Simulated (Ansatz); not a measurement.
ZrO$_{2}$:
```xyz
6
Lattice="3.6210 0.0000 0.0000 0.0000 3.6210 0.0000 0.0000 0.0000 5.2828" Properties=species:S:1:pos:R:3 pbc="T T T"
Zr     0.0000     0.0000     0.0000
Zr     1.8105     1.8105     2.6414
O      0.0000     1.8105     1.6227
O      0.0000     1.8105     4.2641
O      1.8105     0.0000     1.0187
O      1.8105     0.0000     3.6601
```

Relaxed with PBE.

Task: Give the optical modes at the zone centre with their infrared and Raman activity from DFPT, PBE in the plane-wave PAW code Ansatz.

Result: Transverse frequencies, without the LO–TO term; a row sums one degenerate level.

| ω (cm⁻¹) | degeneracy | IR ((D/Å)²/amu) | Raman (Å⁴/amu) | activity | symmetry |
|---|---|---|---|---|---|
| 73 | 2 | 40.09 | 0 | IR | Eu |
| 122 | 2 | 0.00 | 2.6 | Raman | Eg |
| 279 | 1 | 0.00 | 29 | Raman | B1g |
| 300 | 1 | 0.00 | 120 | Raman | A1g |
| 319 | 1 | 44.88 | 0 | IR | A2u |
| 411 | 2 | 0.00 | 37 | Raman | Eg |
| 424 | 2 | 99.78 | 0 | IR | Eu |
| 572 | 1 | 0.00 | 12 | Raman | B1g |
| 614 | 1 | 0.00 | 0 | silent | B2u |
| 619 | 2 | 0.00 | 130 | Raman | Eg |

Task: How high does the top mode go among those that the LO–TO term moves?

Result: 721 cm⁻¹ for q along x, 721 cm⁻¹ for q along y, 616 cm⁻¹ for q along z.

Space group P4_2/nmc. This is a known high-temperature phase of the composition, computed here at zero pressure and temperature. The PBE relaxation kept the symmetry of its start; phonons on a q-mesh show no instability. The run is not spin-polarised.

Potentials: the later of the program's two PAW sets.
